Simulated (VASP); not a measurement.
# GaS (P6_3/mmc) in VASP: further runs

Runs on GaS. Level: rev-vdW-DF2. Tasks: relaxation of cell and atoms.

Everything below comes from runs of VASP 6.6.1. Logs are shortened: lines on timing, memory, paths and dates and some standing lists are left out, and cuts for length are marked.

**1. Starting point**

Symmetry: P6_3/mmc, No. 194, hexagonal system. Conventional cell: a = 3.585 Å, b = 3.585 Å, c = 15.500 Å, α = 90.00°, β = 90.00°, γ = 120.00°. Ga (site symmetry 3m) has 3 S at 2.34 Å and 1 Ga at 2.48 Å as nearest neighbours. S (site symmetry 3m) is surrounded by 3 Ga at 2.34 Å.

**2. Relaxation of cell and atoms, rev-vdW-DF2**

Contents of INCAR:

```
PREC     = Accurate       # precision mode
ENCUT    = 600            # plane-wave cutoff, eV
EDIFF    = 1E-6           # SCF threshold, eV
ISMEAR   = 0              # smearing method
SIGMA    = 0.03           # smearing width, eV
LREAL    = F              # projectors in reciprocal space
LASPH    = T              # aspherical terms in the spheres
NELM     = 80             # most SCF steps
ALGO     = Normal         # electronic algorithm
ISIF     = 3              # what is computed and relaxed
LWAVE    = F              # write WAVECAR
LCHARG   = F              # write CHGCAR
GGA      = MK             # functional
LUSE_VDW = T            
AGGAC    = 0.0          
PARAM1   = 0.1234       
PARAM2   = 0.711357     
ZAB_VDW  = -1.8867      
IBRION   = 2              # ionic algorithm
NSW      = 90             # ionic steps
EDIFFG   = -0.01          # ionic threshold
KPAR     = 2
```

Contents of KPOINTS:

```
Automatic mesh
0
Gamma
  9 9 2
```

Contents of POSCAR:

```
GaS
1.0
    3.5850000000      0.0000000000      0.0000000000
   -1.7925000000      3.1047010700      0.0000000000
    0.0000000000      0.0000000000     15.5000000000
Ga S
4 4
Direct
    0.3333333300      0.6666666700      0.1700000000
    0.6666666700      0.3333333300      0.6700000000
    0.3333333300      0.6666666700      0.3300000000
    0.6666666700      0.3333333300      0.8300000000
    0.3333333300      0.6666666700      0.6000000000
    0.6666666700      0.3333333300      0.1000000000
    0.3333333300      0.6666666700      0.9000000000
    0.6666666700      0.3333333300      0.4000000000
```

Potentials or basis: VASP PAW PBE potentials, release 64 (Ga_d, S).

Launch:

```console
$ cat potpaw_PBE.64/Ga_d/POTCAR potpaw_PBE.64/S/POTCAR > POTCAR
$ mpirun -np 2 vasp_std > vasp.out
```

OUTCAR:

```text
PREC = Accurate
   ENCUT = 600
   EDIFF = 1E-6
   ISMEAR = 0
   LREAL = F
   LASPH = T
   NELM = 80
   ISIF = 3
   GGA = MK
   IBRION = 2
   NSW = 90
   EDIFFG = -0.01

 ion  position               nearest neighbor table
   1  0.333  0.667  0.170-   6 2.34   6 2.34   6 2.34   3 2.48
   2  0.667  0.333  0.670-   5 2.34   5 2.34   5 2.34   4 2.48
   3  0.333  0.667  0.330-   8 2.34   8 2.34   8 2.34   1 2.48
   4  0.667  0.333  0.830-   7 2.34   7 2.34   7 2.34   2 2.48
   5  0.333  0.667  0.600-   2 2.34   2 2.34   2 2.34
   6  0.667  0.333  0.100-   1 2.34   1 2.34   1 2.34
   7  0.333  0.667  0.900-   4 2.34   4 2.34   4 2.34
   8  0.667  0.333  0.400-   3 2.34   3 2.34   3 2.34

  LATTYP: Found a hexagonal cell.
 ALAT       =     3.5850000000
 C/A-ratio  =     4.3235704324

  Lattice vectors:

 A1 = (   3.5850000000,   0.0000000000,   0.0000000000)
 A2 = (  -1.7925000000,   3.1047010700,   0.0000000000)
 A3 = (   0.0000000000,   0.0000000000,  15.5000000000)

Analysis of symmetry for initial positions (statically):
=====================================================================
 Subroutine PRICEL returns:
 Original cell was already a primitive cell.

 Routine SETGRP: Setting up the symmetry group for a
 hexagonal supercell.

 Subroutine GETGRP returns: Found 24 space group operations
 (whereof 12 operations were pure point group operations)
 out of a pool of 24 trial point group operations.

The static configuration has the point symmetry D_3d.
 The point group associated with its full space group is D_6h.

Analysis of symmetry for dynamics (positions and initial velocities):
=====================================================================
 Subroutine PRICEL returns:
 Original cell was already a primitive cell.

 Routine SETGRP: Setting up the symmetry group for a
 hexagonal supercell.

 Subroutine GETGRP returns: Found 24 space group operations
 (whereof 12 operations were pure point group operations)
 out of a pool of 24 trial point group operations.

The dynamic configuration has the point symmetry D_3d.
 The point group associated with its full space group is D_6h.

 Subroutine INISYM returns: Found 24 space group operations
 (whereof 12 operations are pure point group operations),
 and found     1 'primitive' translations

----------------------------------------------------------------------------------------

                                     Primitive cell

  volume of cell :     172.5205

  direct lattice vectors                    reciprocal lattice vectors
     3.585000000  0.000000000  0.000000000     0.278940028  0.161046100  0.000000000
    -1.792500000  3.104701070  0.000000000     0.000000000  0.322092201  0.000000000
     0.000000000  0.000000000 15.500000000     0.000000000  0.000000000  0.064516129

  length of vectors
     3.585000000  3.584999998 15.500000000     0.322092200  0.322092201  0.064516129

  position of ions in fractional coordinates (direct lattice)
     0.333333330  0.666666670  0.170000000
     0.666666670  0.333333330  0.670000000
     0.333333330  0.666666670  0.330000000
     0.666666670  0.333333330  0.830000000
     0.333333330  0.666666670  0.600000000
     0.666666670  0.333333330  0.100000000
     0.333333330  0.666666670  0.900000000
     0.666666670  0.333333330  0.400000000

  ion indices of the primitive-cell ions
   primitive index   ion index
                 1           1
                 2           2
                 3           3
                 4           4
                 5           5
                 6           6
                 7           7
                 8           8

----------------------------------------------------------------------------------------

 KPOINTS: Automatic mesh

Automatic generation of k-mesh.
 Grid dimensions read from file:
 generate k-points for:    9    9    2

 Generating k-lattice:

  Cartesian coordinates                     Fractional coordinates (reciprocal lattice)
     0.030993336  0.017894011  0.000000000     0.111111111  0.000000000  0.000000000
     0.000000000  0.035788022  0.000000000     0.000000000  0.111111111  0.000000000
     0.000000000  0.000000000  0.032258065     0.000000000  0.000000000  0.500000000

  Length of vectors
     0.035788022  0.035788022  0.032258065

  Shift w.r.t. Gamma in fractional coordinates (k-lattice)
     0.000000000  0.000000000  0.000000000

 Subroutine IBZKPT returns following result:
 ===========================================

 Found     24 irreducible k-points:

 Following reciprocal coordinates:
            Coordinates               Weight
  0.000000  0.000000  0.000000      1.000000
  0.111111 -0.000000  0.000000      6.000000
  0.222222  0.000000  0.000000      6.000000
  0.333333  0.000000  0.000000      6.000000
  0.444444  0.000000  0.000000      6.000000
  0.111111  0.111111  0.000000      6.000000
[... 16 lines left out ...]
  0.333333  0.222222  0.500000     12.000000
  0.333333  0.333333  0.500000      2.000000
   k-points           NKPTS =     24   k-points in BZ     NKDIM =     24   number of bands    NBANDS=     45
   number of dos      NEDOS =    301   number of ions     NIONS =      8
   total plane-waves  NPLWV = 113400
   dimension x,y,z NGX =    30 NGY =   30 NGZ =  126
   dimension x,y,z NGXF=    60 NGYF=   60 NGZF=  252
   ions per type =               4   4
   NGX,Y,Z   is equivalent  to a cutoff of  13.91, 13.91, 13.51 a.u.
   NGXF,Y,Z  is equivalent  to a cutoff of  27.82, 27.82, 27.03 a.u.
 SYSTEM =  unknown system
   PREC   = accura    normal or accurate (medium, high low for compatibility)
   ISTART =      0    job   : 0-new  1-cont  2-samecut
   ICHARG =      2    charge: 1-file 2-atom 10-const
   ISPIN  =      1    spin polarized calculation?
   LNONCOLLINEAR =      F non collinear calculations
   LSORBIT =      F    spin-orbit coupling
   LASPH  =      T    aspherical Exc in radial PAW
   ENCUT  =  600.0 eV  44.10 Ry    6.64 a.u.   7.16  7.16 30.96*2*pi/ulx,y,z
   NELM   =     80;   NELMIN=  2; NELMDL= -5     # of ELM steps
   EDIFF  = 0.1E-05   stopping-criterion for ELM
   LREAL  =      F    real-space projection
   EDIFFG = -.1E-01   stopping-criterion for IOM
   NSW    =     90    number of steps for IOM
   IBRION =      2    ionic relax: 0-MD 1-quasi-New 2-CG
   NFREE  =      1    steps in history (QN), initial steepest desc. (CG)
   ISIF   =      3    stress and relaxation
   ISYM   =      2    0-nonsym 1-usesym 2-fastsym
   POTIM  = 0.5000    time-step for ionic-motion
   TEBEG  =    0.0;   TEEND  =   0.0 temperature during run
   PSTRESS=    0.0 pullay stress
   NELECT =      76.0000    total number of electrons
   NUPDOWN=      -1.0000    fix difference up-down
   EMIN   =  10.00;   EMAX   =-10.00  energy-range for DOS
   EFERMI =   0.00;   METHOD = LEGACY
   ISMEAR =     0;   SIGMA  =   0.03  broadening in eV -4-tet -1-fermi 0-gaus
   EFERMI_NEDOS =   21; number of points for ismear=-14 and -15
   IALGO  =     38    algorithm
   IMIX   =      4    mixing-type and parameters
     AMIX     =   0.40;   BMIX     =  1.00
     AMIX_MAG =   1.60;   BMIX_MAG =  1.00
  volume/ion in A,a.u.               =      21.57       145.53
  Fermi-wavevector in a.u.,A,eV,Ry     =   1.245659  2.353954 21.111700  1.551666
  Thomas-Fermi vector in A             =   2.379871
   LORBIT       =      0    0 simple, 1 ext, 2 COOP (PROOUT), +10 PAW based schemes
   GGA     = MK    functional components
   LHFCALC =     F    Hartree Fock is set to
   AEXX    =    0.0000 exact exchange contribution
   IVDW_NL    =     1    kernel type
   BPARAM     = 6.3000
   IVDW    =     0    specifies the selected vdW correction
   LEPSILON=     F    determine dielectric tensor
   LRPA    =     F    only Hartree local field effects (RPA)
 conjugate gradient relaxation of ions
 non-spin polarized calculation
 Gauss-broadening in eV      SIGMA  =   0.03
  energy-cutoff  :      600.00
  volume of cell :      172.52
 maximum number of plane-waves:      5823
 NGX is ok and might be reduce to    30
   NGX = 15   NGY = 15   NGZ = 61

--------------------------------------- Ionic step        1  -------------------------------------------

 number of electron      75.9999986 magnetization

 Free energy of the ion-electron system (eV)
  ---------------------------------------------------
  ext. energy  EPLUGINS =         0.00000000
  ---------------------------------------------------
  free energy    TOTEN  =       -16.09939032 eV

  energy without entropy =      -16.09939032  energy(sigma->0) =      -16.09939032

------------------------ aborting loop because EDIFF is reached ----------------------------------------

  FORCE on cell =-STRESS in cart. coord.  units (eV):
  Direction    XX          YY          ZZ          XY          YZ          ZX
  --------------------------------------------------------------------------------------
  -------------------------------------------------------------------------------------
  Total        1.1720553      1.1720553     -0.1694556      0.0000000     -0.0000000      0.0000000
  in kB       10.8847394     10.8847394     -1.5737139      0.0000000     -0.0000000      0.0000000
  external PRESSURE =       6.7319216 kB  Pullay stress =       0.0000000 kB
[... 111 lines left out ...]
  FREE ENERGIE OF THE ION-ELECTRON SYSTEM (eV)
  ---------------------------------------------------
  free  energy   TOTEN  =       -16.1102639989 eV

  energy  without entropy=      -16.1102639989  energy(sigma->0) =      -16.11026400

Total vdW correction in eV:     13.6684295

[... ionic steps 4 to 16 ...]

--------------------------------------- Ionic step       17  -------------------------------------------

 number of electron      75.9999964 magnetization

------------------------ aborting loop because EDIFF is reached ----------------------------------------

  FORCE on cell =-STRESS in cart. coord.  units (eV):
  Direction    XX          YY          ZZ          XY          YZ          ZX
  --------------------------------------------------------------------------------------
  -------------------------------------------------------------------------------------
  Total       -0.1408879     -0.1408879     -0.0664201      0.0000000      0.0000000     -0.0000000
  in kB       -1.2900552     -1.2900552     -0.6081830      0.0000000      0.0000000     -0.0000000
  external PRESSURE =      -1.0627645 kB  Pullay stress =       0.0000000 kB
[... 73 lines left out ...]
Total vdW correction in eV:     13.6911536

--------------------------------------- Ionic step       19  -------------------------------------------

 number of electron      75.9999963 magnetization

 Free energy of the ion-electron system (eV)
  ---------------------------------------------------
  ext. energy  EPLUGINS =         0.00000000
  ---------------------------------------------------
  free energy    TOTEN  =       -16.11198119 eV

  energy without entropy =      -16.11198119  energy(sigma->0) =      -16.11198119

 E-fermi :   3.8432     XC(G=0):  -9.5675

 val. band max:        3.6968525779   @ k =   0.0000   0.0000   0.0000
 cond. band min:       5.2161765259   @ k =   0.0000   0.0000   0.0000
 fundamental gap:      1.5193239479
 Fermi energy:         3.8432416958

 k-point     1 :       0.0000    0.0000    0.0000
  band No.  band energies     occupation
      1     -11.3174      2.00000
      2     -11.3161      2.00000
      3     -11.1939      2.00000
      4     -11.1939      2.00000
      5     -11.1937      2.00000
      6     -11.1937      2.00000
[... 1176 lines left out ...]
  FREE ENERGIE OF THE ION-ELECTRON SYSTEM (eV)
  ---------------------------------------------------
  free  energy   TOTEN  =       -16.1119811942 eV

  energy  without entropy=      -16.1119811942  energy(sigma->0) =      -16.11198119

Total vdW correction in eV:     13.6917585

 reached required accuracy - stopping structural energy minimisation
```

Run time: 28 min. Hardware: 2 MPI ranks of AMD EPYC 9R45 (Zen 5), shared host; peak memory 0.96 GiB.

Results:

| Item | Value |
| --- | --- |
| Free energy | -16.1120 eV |
| Relaxed volume | 21.87 Å³/atom |
| Relaxed cell | a = 3.605 Å, b = 3.605 Å, c = 15.546 Å, α = 90.00°, β = 90.00°, γ = 120.00° |
| Space group after relaxing (to 0.05 Å) | P6_3/mmc (No. 194) |
| Energy gained by relaxing | 1.6 meV/atom |
| Ionic steps | 19 |
| Pressure after relaxing | 0.0 GPa |
| Largest force after relaxing | 0.007 eV/Å |
| Band gap on the k mesh | 1.52 eV, direct |

Forces in eV/Å, atoms in the order of the input:
```
Ga   0.000  0.000 -0.007
Ga   0.000  0.000 -0.007
Ga   0.000  0.000  0.007
Ga   0.000  0.000  0.007
S    0.000  0.000  0.005
S    0.000  0.000  0.005
S    0.000  0.000 -0.005
S    0.000  0.000 -0.005
```

Step by step:
| step | energy change (eV) | largest force (eV/Å) | pressure (GPa) | volume (Å³) |
| --- | --- | --- | --- | --- |
| 1 | 0.0000 | 0.2881 | 0.67 | 172.52 |
| 2 | -0.0070 | 0.1441 | -0.48 | 174.79 |
| 3 | -0.0109 | 0.0531 | -0.03 | 173.94 |
| 4 | -0.0109 | 0.0576 | -0.11 | 173.98 |
| 5 | -0.0115 | 0.0346 | 0.02 | 173.75 |
| 6 | -0.0115 | 0.0296 | 0.04 | 173.70 |
| 7 | -0.0115 | 0.0198 | 0.10 | 173.60 |
| 8 | -0.0115 | 0.0277 | 0.05 | 173.68 |
| 9 | -0.0117 | 0.0141 | 0.05 | 173.80 |
| 10 | -0.0118 | 0.0234 | 0.04 | 173.87 |
| 11 | -0.0118 | 0.0291 | 0.06 | 173.90 |
| 12 | -0.0120 | 0.0216 | 0.02 | 174.11 |
| 13 | -0.0121 | 0.0241 | -0.16 | 174.74 |
| 14 | -0.0121 | 0.0194 | -0.11 | 174.55 |
| 15 | -0.0122 | 0.0174 | -0.08 | 174.59 |
| 16 | -0.0124 | 0.0130 | -0.11 | 174.72 |
| 17 | -0.0126 | 0.0076 | -0.11 | 174.97 |
| 18 | -0.0126 | 0.0066 | -0.08 | 174.91 |
| 19 | -0.0126 | 0.0071 | -0.04 | 174.95 |

Final structure:
```xyz
8
Lattice="3.6047 0.0000 0.0000 -1.8024 3.1218 0.0000 0.0000 0.0000 15.5465" Properties=species:S:1:pos:R:3 pbc="T T T"
Ga    0.0000    2.0812    2.6603
Ga    1.8024    1.0406   10.4335
Ga    0.0000    2.0812    5.1130
Ga    1.8024    1.0406   12.8862
S     0.0000    2.0812    9.3429
S     1.8024    1.0406    1.5697
S     0.0000    2.0812   13.9768
S     1.8024    1.0406    6.2036
```

Levels at points of the mesh, in eV from the valence-band top:
```
           k point  band 34  band 35  band 36  band 37  band 38  band 39  band 40  band 41  band 42  band 43
(0.00, 0.00, 0.00)    -1.48    -1.44    -1.38    -1.38     0.00     1.52     2.25     2.79     2.98     4.57
(0.00, 0.00, 0.50)    -1.41    -1.41    -1.41    -0.73    -0.73     1.98     1.98     2.87     2.87     4.62
```

Caveat: the PAW data sets were made with another functional, which shifts forces and pressure a little; an odd mesh through Γ misses points on the zone boundary, where band edges often lie.

[end of part 1 of 2]
